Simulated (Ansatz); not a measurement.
PbS under changes of volume

One of the cells (26.664 Å³/atom); the others are scaled copies at fixed shape and fractional positions:

```
Pb S
1.0
     2.07995   -5.99130    0.00000
     2.07995    5.99130    0.00000
     0.00000    0.00000    4.27932
Pb S
2 2
Direct
  0.13056 0.86944 0.25000
  0.86944 0.13056 0.75000
  0.35480 0.64520 0.25000
  0.64520 0.35480 0.75000
```

Measurements of this composition are mostly on another form, of space group No. 225.

- Program: Ansatz 0.2.0
- Functional: PBEsol
- Potentials or basis: all-electron LAPW, scalar-relativistic
- Cutoff: 219 eV (chosen from the basis error)
- Basis error allowed: 0.001 eV/atom
- k mesh: 7 × 7 × 6
- Occupations: fermi-dirac, width 0.05 eV
- Spin: no spin polarisation

| volume (Å³/atom) | energy over the lowest point (meV/atom) | pressure (GPa) | gap on the mesh (eV) | largest force (eV/Å) |
| --- | --- | --- | --- | --- |
| 25.064 | 3.37 | 1.7 | 1.02 | 0.370 |
| 25.597 | 0.00 | 0.4 | 1.07 | 0.226 |
| 26.130 | ? | ? | ? | ? |
| 26.664 | 5.26 | -1.9 | 1.16 | 0.034 |
| 27.197 | 13.04 | -2.8 | 1.20 | 0.151 |
| 27.730 | 23.77 | -3.6 | 1.24 | 0.261 |
| 28.263 | 37.17 | -4.4 | 1.25 | 0.362 |

Task: What does the run at 26.130 Å³/atom give?

Result: Energy over the lowest point 0.78 meV/atom; pressure -0.8 GPa; gap on the mesh 1.12 eV; largest force 0.092 eV/Å.

Worked out: A Birch-Murnaghan fit of order 3 (a polynomial in V^(-2/3)) to the other rows has its minimum at 25.76 Å³/atom with B0 = V·E''(V) = 58 GPa and B' = 4.4 at fixed shape and positions, which overstates the stiffness. It gives 0.78 meV/atom at 26.130 Å³/atom, against the run's 0.78, and -dE/dV = -0.8 GPa, against -0.8. A parabola through the other rows of the gap, of slope 2.22 eV per unit of ln V there, gives 1.12 eV, against the run's 1.12.

Energies are extrapolated to zero smearing.

Caveats: spin-orbit coupling is left out, which as a rule narrows the gap of such compounds by several tenths of an eV; an odd mesh through Γ misses points on the zone boundary, where band edges often lie.
